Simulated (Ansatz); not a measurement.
# TePb (Fm-3m) in Ansatz: band structure with PBEsol

Aim: the band structure of TePb with PBEsol.

All numbers are computed with Ansatz 0.2.0; they aren't measurements. Logs are shortened: lines on timing, memory, paths and dates and some standing lists are left out, and cuts for length are marked.

**The experiment to reproduce.**

A printed reference work, monograph reports, for a bulk crystal of TePb at 4.2 K: band gap 0.19 eV (direct).

The runs below are set against these values where they give the same quantity.

### Step 1. The structure

The structure is cubic, space group Fm-3m (No. 225). The conventional cell has a = 6.462 Å, b = 6.462 Å, c = 6.462 Å, α = 90.00°, β = 90.00°, γ = 90.00°. Around Pb (site symmetry m-3m) lie 6 Te at 3.23 Å. Te (site symmetry m-3m) has 6 Pb at 3.23 Å as nearest neighbours.

### Step 2. Band structure, PBEsol, spin-orbit coupling, no magnetisation

input.yaml

```yaml
crystal:
  lattice:
    - [0.0, 3.231, 3.231]
    - [3.231, 0.0, 3.231]
    - [3.231, 3.231, 0.0]
  atoms:
    - { symbol: Pb, position: [0.0, 0.0, 0.0] }
    - { symbol: Te, position: [0.5, 0.5, 0.5] }
kpoints:
  mp_grid: { grid: [5, 5, 5] }
  band_path:
    path:
      - [0.0, 0.0, 0.0]
      - [0.5, 0.0, 0.5]
      - [0.5, 0.25, 0.75]
      - [0.375, 0.375, 0.75]
      - [0.0, 0.0, 0.0]
      - [0.5, 0.5, 0.5]
      - [0.625, 0.25, 0.625]
      - [0.5, 0.25, 0.75]
    npoints: 10
scf:
  occupations: { method: fermi_dirac, width: 0.05 }
hamiltonian:
  xc: pbesol
  pseudopotentials: { kind: all_electron, lapw: { basis_error: 0.001 } }
magnetization:
  noncollinear: true
  spin_orbit: true
output:
  forces: true
  stress: true
  eigenvalues: true
```

Potentials or basis: all-electron LAPW, relativistic spinors.

On the command line:

```console
ansatz run input.yaml --threads 1 --pin off --max-ram 3072MiB --backend cpu --events-out ev --progress --plain --runs-dir out
```

What it wrote:

```text
Warning: RAYON_NUM_THREADS=1 ignored (pool sized by the plan → 1); use --threads N
LAPW: plane waves up to 6.851 Å⁻¹, error target 1.0e-3 eV per atom; Dirac's equation on spinors; Te in spheres of 1.579 Å, 24 of its electrons in bands; Pb in spheres of 1.652 Å, 36 of its electrons in bands (how accurate: hamiltonian.pseudopotentials.lapw.basis_error, Limitations)
Engine: ansatz 0.2.0, aarch64-unknown-linux-gnu
Pseudopotentials: kind: all_electron
Pseudopotential: Pb, LAPW, valence charge 36, lapw/all_electron/dirac/gaussian/Pb, Dirac's equation, gaussian nucleus
Pseudopotential: Te, LAPW, valence charge 24, lapw/all_electron/dirac/gaussian/Te, Dirac's equation, gaussian nucleus
Functional definition: PBEsol
  exchange = pbesol_x
  correlation = pbesol_c
non-collinear run that drives no moment, with spin-orbit: no starting moment large enough to seed its density (crystal.atoms[].spin), no starting occupations that ask for one, no magnetisation constraint and no magnetic field, so the semilocal B_xc is pinned to zero
Crystal: 2 atoms, lattice volume = 67.459 Å³
Basis set: ecut = 178.8223136244585 eV, 339 PW (Γ), exchange–correlation at level 2
Bands: 72, of which v1, the nominal top of the filled ones, is band 60 counted from 1 (59 counted from 0)
Symmetry: 48 space group operations + 48 with time reversal
Magnetic group: BNS 225.117 (UNI 1619), of the structure as read, at distance tolerance 4.1e-5 Å
k-points: 10 of 125
Non-local potential: Pb, projectors of the file, none
Non-local potential: Te, projectors of the file, none
Initial density: superposition of atomic densities (chi_scale 0.1, normalization cell, long waves kept (reshape's long-wave potential 0.00 eV rms))
Initial wavefunctions: plane waves of lowest kinetic energy (no species holds an atomic orbital)
Functional: x = pbesol(κ = 0.804, μ = 0.12345679012345678), c = pbesol(β = 0.046)
iter 1 solved again at ethr=4.59e-4 eV; its pass at ethr=1.00e-1 eV (dr2=2.75e-1 eV) is discarded
SCF iter   1: F=—  HF=-754055.732805 eV  |F-HF|=—  |Δ(HF+E_count)|=         —  Δρ=1.29e-2  dr2=2.75e-1  dr2_m=0.00e0 (ungated)  ethr=4.59e-4  |M|=0.00e0 ∫|m|=0.00e0 μB  β_m=0.30  ⟨swp⟩=2.6  Hψ=4446  notcnv=0
preconditioner: auto → none  [insulator: Δε(μ)=0.577 eV  Ē_g=15.869 eV  σ=0.050 eV  W_gap=0.99  n_scr=14 (ndim 8)  ℏωp=20.2 eV  f_vac=0.112  D(μ)=0.02/eV (n_scr^D=0)  ε∞_Penn≈2.6]
SCF iter   2: F=—  HF=-754055.653680 eV  |F-HF|=—  |Δ(HF+E_count)|=   7.91e-2  Δρ=5.56e-3  dr2=3.77e-2  dr2_m=0.00e0 (ungated)  ethr=4.59e-4  |M|=0.00e0 ∫|m|=0.00e0 μB  β_m=0.37  ⟨swp⟩=2.0  Hψ=2250  notcnv=0
SCF iter   3: F=—  HF=-754055.648075 eV  |F-HF|=—  |Δ(HF+E_count)|=   5.61e-3  Δρ=2.36e-3  dr2=4.28e-3  dr2_m=0.00e0 (ungated)  ethr=6.28e-5  |M|=0.00e0 ∫|m|=0.00e0 μB  β_m=0.52  ⟨swp⟩=2.0  Hψ=2132  notcnv=0
iter 4 solved again at ethr=1.97e-7 eV; its pass at ethr=7.13e-6 eV (dr2=1.18e-4 eV) is discarded
SCF iter   4: F=—  HF=-754055.648536 eV  |F-HF|=—  |Δ(HF+E_count)|=   4.62e-4  Δρ=4.34e-4  dr2=1.19e-4  dr2_m=0.00e0 (ungated)  ethr=1.97e-7  |M|=0.00e0 ∫|m|=0.00e0 μB  β_m=0.58  ⟨swp⟩=2.0  Hψ=3604  notcnv=0
SCF iter   5: F=—  HF=-754055.648591 eV  |F-HF|=—  |Δ(HF+E_count)|=   5.47e-5  Δρ=3.09e-5  dr2=5.83e-7  dr2_m=0.00e0 (ungated)  ethr=1.97e-7  |M|=0.00e0 ∫|m|=0.00e0 μB  β_m=0.60  ⟨swp⟩=2.0  Hψ=2132  notcnv=0
SCF iter   6: F=—  HF=-754055.648591 eV  |F-HF|=—  |Δ(HF+E_count)|=   6.66e-8  Δρ=9.31e-6  dr2=5.69e-8  dr2_m=0.00e0 (ungated)  ethr=9.72e-10  |M|=0.00e0 ∫|m|=0.00e0 μB  β_m=0.60  ⟨swp⟩=2.9  Hψ=2192  notcnv=0
SCF iter   7: F=-754055.648591 eV  HF=-754055.648591 eV  |F-HF|=6.64e-9  |Δ(HF+E_count)|=   4.40e-8  Δρ=2.64e-6  dr2=3.64e-9  dr2_m=0.00e0 (ungated)  ethr=9.48e-11  |M|=0.00e0 ∫|m|=0.00e0 μB  ⟨swp⟩=3.0  Hψ=2215  notcnv=0
SCF 1 converged in 7 iterations: F = -754055.648591 eV  dr2 = 3.64e-9
NSCF: frozen V_eff on 71 k-points
SCF converged after 7 iterations
Magnetization: |M| = 0.0000 μB,  M = (+0.0000, +0.0000, +0.0000) μB
Absolute magnetization: 0.0000 μB (∫|m|)
  site 0: m = (+0.0000, +0.0000, +0.0000) μB, |m| = 0.0000 μB  (R = 1.65 Å)
  site 1: m = (+0.0000, +0.0000, +0.0000) μB, |m| = 0.0000 μB  (R = 1.58 Å)
Free energy (F): -754055.648591 eV
Harris-Foulkes:  -754055.648591 eV  (|F-HF|=6.64e-9)
Internal energy: -754055.646914 eV  (E = F + TS)
E sigma→0 (E₀):  -754055.647753 eV
Entropy (-TS):   -0.001677 eV (-0.838 meV/atom)
Fermi energy:    11.752273 eV
--- Per-component energies (eV) ---
  E_band       = -3408.528094
  E_kinetic    = 857262.779555
  E_xc         = -15180.136396
  E_electrostatic = -1596138.290074  (all electrons and nuclei)
  E_smearing   = -0.001677  (= −TS)
  E_closure    = 0.000000  (closes the sum)
  E_atoms      = -754047.336539  (free atoms, spherical and without spin; not in F)
  Σ components = -754055.648591   (vs F -754055.648591, Δ=0.00e0)
  Basis errors (estimates in eV, not in F): energy 3.4e-4 per atom: plane waves 3.3e-4 (1.8e-4 summed), levels above the bands 7.3e-64, relativity 7.3e-8, radial functions 1.3e-5, core shells 8.2e-9; eigenvalues (radial functions only) 2.1e-6; not estimated: angular momenta, meshes, grids; target (lapw.basis_error) 1.0e-3; muffin-tin radii Te 1.579 Å, Pb 1.652 Å
--- Forces (eV/Å), atoms counted from 1 ---
  atom   1  Pb     0.00000000     0.00000000     0.00000000
  atom   2  Te    -0.00000000     0.00000000    -0.00000000
  max |Σ_I F_I| component: 1.74e-25 eV/Å
--- Stress (GPa, compression-positive) ---
       -0.642040       0.000000      -0.000000
        0.000000      -0.642040       0.000000
       -0.000000       0.000000      -0.642040
  P = ⅓ Tr σ = -0.6420 GPa (-6.420 kbar)
--- Band table (eV; the first three rows and the last of 10) ---
  k-point 0: bands = ["-146.9279", "-146.9279", "-127.2595", "-127.2595", "-118.9225", "-118.9225", "-118.9207", "-118.9207", "-118.9207", "-118.9207", "-113.8908", "-113.8908", "-113.8891", "-113.8891", "-113.8891", "-113.8891", "-113.8881", "-113.8881", "-103.8432", "-103.8432", "-94.1044", "-94.1044", "-94.1044", "-94.1044", "-85.8310", "-85.8310", "-63.4152", "-63.4152", "-63.4152", "-63.4152", "-25.3927", "-25.3927", "-25.3927", "-25.3927", "-23.9263", "-23.9263", "-23.9263", "-23.9263", "-23.9230", "-23.9230", "-6.3660", "-6.3660", "-6.3660", "-6.3660", "-3.7950", "-3.7950", "-3.7950", "-3.7950", "-3.7863", "-3.7863", "-0.3986", "-0.3986", "6.0958", "6.0958", "9.4785", "9.4785", "10.6124", "10.6124", "10.6124", "10.6124", "14.1930", "14.1930", "16.3262", "16.3262", "16.3262", "16.3262", "17.3907", "17.3907", "17.3907", "17.3907", "17.5244", "17.5244"]
  k-point 1: bands = ["-146.9279", "-146.9279", "-127.2595", "-127.2595", "-118.9225", "-118.9225", "-118.9207", "-118.9207", "-118.9207", "-118.9207", "-113.8908", "-113.8908", "-113.8891", "-113.8891", "-113.8891", "-113.8891", "-113.8881", "-113.8881", "-103.8432", "-103.8432", "-94.1044", "-94.1044", "-94.1044", "-94.1044", "-85.8310", "-85.8310", "-63.4153", "-63.4153", "-63.4152", "-63.4152", "-25.3927", "-25.3927", "-25.3926", "-25.3926", "-23.9263", "-23.9263", "-23.9261", "-23.9261", "-23.9229", "-23.9229", "-6.3670", "-6.3670", "-6.3643", "-6.3643", "-3.8011", "-3.8011", "-3.7927", "-3.7927", "-3.7821", "-3.7821", "-0.0663", "-0.0663", "5.0948", "5.0948", "9.7635", "9.7635", "10.6915", "10.6915", "10.9829", "10.9829", "13.2143", "13.2143", "14.6864", "14.6864", "14.9876", "14.9876", "17.3108", "17.3108", "18.1430", "18.1430", "18.1841", "18.1841"]
  k-point 2: bands = ["-146.9279", "-146.9279", "-127.2595", "-127.2595", "-118.9225", "-118.9225", "-118.9207", "-118.9207", "-118.9207", "-118.9207", "-113.8908", "-113.8908", "-113.8891", "-113.8891", "-113.8891", "-113.8891", "-113.8881", "-113.8881", "-103.8432", "-103.8432", "-94.1044", "-94.1044", "-94.1044", "-94.1044", "-85.8310", "-85.8310", "-63.4153", "-63.4153", "-63.4153", "-63.4153", "-25.3926", "-25.3926", "-25.3924", "-25.3924", "-23.9263", "-23.9263", "-23.9258", "-23.9258", "-23.9226", "-23.9226", "-6.3687", "-6.3687", "-6.3616", "-6.3616", "-3.8111", "-3.8111", "-3.7888", "-3.7888", "-3.7752", "-3.7752", "0.7527", "0.7527", "3.4855", "3.4855", "10.2293", "10.2293", "10.9152", "10.9152", "11.4964", "11.4964", "11.9338", "11.9338", "13.1389", "13.1389", "13.6048", "13.6048", "18.8799", "18.8799", "20.0276", "20.0276", "20.0965", "20.0965"]
  k-point 9: bands = ["-146.9279", "-146.9279", "-127.2595", "-127.2595", "-118.9225", "-118.9225", "-118.9207", "-118.9207", "-118.9207", "-118.9207", "-113.8908", "-113.8908", "-113.8891", "-113.8891", "-113.8891", "-113.8891", "-113.8881", "-113.8881", "-103.8432", "-103.8432", "-94.1044", "-94.1044", "-94.1044", "-94.1044", "-85.8310", "-85.8310", "-63.4153", "-63.4153", "-63.4153", "-63.4153", "-25.3925", "-25.3925", "-25.3924", "-25.3924", "-23.9261", "-23.9261", "-23.9260", "-23.9260", "-23.9225", "-23.9225", "-6.3689", "-6.3689", "-6.3629", "-6.3629", "-3.8243", "-3.8243", "-3.7942", "-3.7942", "-3.7693", "-3.7693", "1.2443", "1.2443", "3.7531", "3.7531", "8.0922", "8.0922", "8.1711", "8.1711", "10.9222", "10.9222", "13.3485", "13.3485", "16.2695", "16.2695", "16.4280", "16.4280", "17.7673", "17.7673", "19.2930", "19.2930", "21.7904", "21.7904"]
```

Run time: 93 s. Hardware: 1 thread of Arm Neoverse V1, shared host; peak memory 0.41 GiB.

Results:

```
Free energy             : -754055.6486 eV
Pressure                : -0.6 GPa
Band gap along the path : 0.14 eV, direct
```

Levels at the corners of the path, in eV from the Fermi level:
| point | band 56 | band 57 | band 58 | band 59 | band 60 | band 61 | band 62 | band 63 | band 64 | band 65 |
| --- | --- | --- | --- | --- | --- | --- | --- | --- | --- | --- |
| Γ | -2.27 | -1.14 | -1.14 | -1.14 | -1.14 | 2.44 | 2.44 | 4.57 | 4.57 | 4.57 |
| X | -4.71 | -3.35 | -3.35 | -2.63 | -2.63 | 3.12 | 3.12 | 4.37 | 4.37 | 6.00 |
| W | -4.04 | -3.96 | -3.96 | -0.49 | -0.49 | 1.35 | 1.35 | 4.99 | 4.99 | 5.10 |
| K | -4.33 | -2.72 | -2.72 | -2.03 | -2.03 | 2.90 | 2.90 | 3.92 | 3.92 | 4.97 |
| Γ | -2.27 | -1.14 | -1.14 | -1.14 | -1.14 | 2.44 | 2.44 | 4.57 | 4.57 | 4.57 |
| L | -1.39 | -0.78 | -0.78 | -0.17 | -0.17 | -0.03 | -0.03 | 1.12 | 1.12 | 1.64 |
| U | -4.33 | -2.72 | -2.72 | -2.03 | -2.03 | 2.90 | 2.90 | 3.92 | 3.92 | 4.97 |
| W | -4.04 | -3.96 | -3.96 | -0.49 | -0.49 | 1.35 | 1.35 | 4.99 | 4.99 | 5.10 |

Caveat: this odd mesh misses L, where the gap lies, so gap, dielectric constants and Born charges aren't listed.

### Step 3. Against experiment

Step 2. A measured gap of TePb is 0.19 eV (direct; 4.2 K; a printed reference work, monograph); the calculated 0.14 eV misses it by -0.05 eV. The value is that of PBEsol, without temperature or zero-point motion. Semilocal functionals fall short of measured gaps as a rule.
